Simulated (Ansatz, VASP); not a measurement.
# BP in VASP and in Ansatz

```
CELL_PARAMETERS angstrom
0.00000 2.08372 2.70883
2.08372 0.00000 2.70883
2.08372 2.08372 0.00000
ATOMIC_POSITIONS crystal
B 0.00000 0.00000 0.00000
P 0.75000 0.75000 0.75000
```

Alike in both runs: task single point; functional PBE; k mesh 12 × 12 × 12; occupations gaussian, width 0.05 eV; no spin polarisation.

|  | VASP | Ansatz |
| --- | --- | --- |
| version | VASP 6.6.1 | Ansatz 0.2.0 |
| potentials or method | VASP PAW PBE potentials, release 64 (B, P) | scalar-relativistic, plane waves, PAW |
| plane-wave cutoff (eV) | 520 | 420 |
| valence electrons in the cell | 8 | 8 |

VASP gave:

- gap on the k mesh at the Fermi level (eV): none
- pressure (GPa): -0.8
- largest component of the traceless stress (GPa): 58.21

Q: Estimate Ansatz's values.

A: gap on the k mesh at the Fermi level (eV): none; pressure (GPa): -0.5; largest component of the traceless stress (GPa): 58.17.

A gap of «none» marks a metal or a gap that the smearing closes. With one functional, cell and mesh, what is left measures potentials, basis and numerics.
